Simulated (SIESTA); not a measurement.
The system is V.

```
V
1.0
    -1.51435    1.51435    1.51435
     1.51435   -1.51435    1.51435
     1.51435    1.51435   -1.51435
V
1
Direct
  0.00000 0.00000 0.00000
```

| Item | Value |
| --- | --- |
| Program | SIESTA 5.4.2 |
| Task | single point |
| Functional | PBE |
| Potentials or basis | PseudoDojo 0.4 standard (PBE files) |
| Basis | DZP (energy shift 0.002 Ry) |
| Grid cutoff | 800 Ry |
| Energy shift | 0.002 Ry |
| k mesh | 12 × 12 × 12 |
| Occupations | fermi-dirac, width 0.05 eV |
| Spin | collinear spin, ferromagnetic start |
| Starting moments | [2.0] μB |

On this cell: pressure -5.1 GPa; net moment 0.00 μB per cell; band gap on the k mesh none (metal or under the smearing width).

The same run follows on a disturbed copy (cell strained at random at fixed volume):

```
V
1.0
    -1.51699    1.52013    1.57756
     1.49873   -1.47807    1.51724
     1.50658    1.46766   -1.53549
V
1
Direct
  0.01027 0.00456 0.99881
```

**Question.** What changes?

**Answer.** The energy (extrapolated to zero smearing) moves by +4.8 meV/atom; pressure -4.8 GPa; net moment 0.00 μB per cell; band gap on the k mesh none (metal or under the smearing width).

Stress tensor (GPa, compression positive):
```
-3.97  0.01  0.42
 0.01 -3.44 -0.65
 0.42 -0.65 -7.10
```

Caveats: semicore shells carry a single zeta, which can move pressures by several GPa and volumes by a few percent; the basis of atomic orbitals isn't converged, which shifts pressures, moduli and gaps.
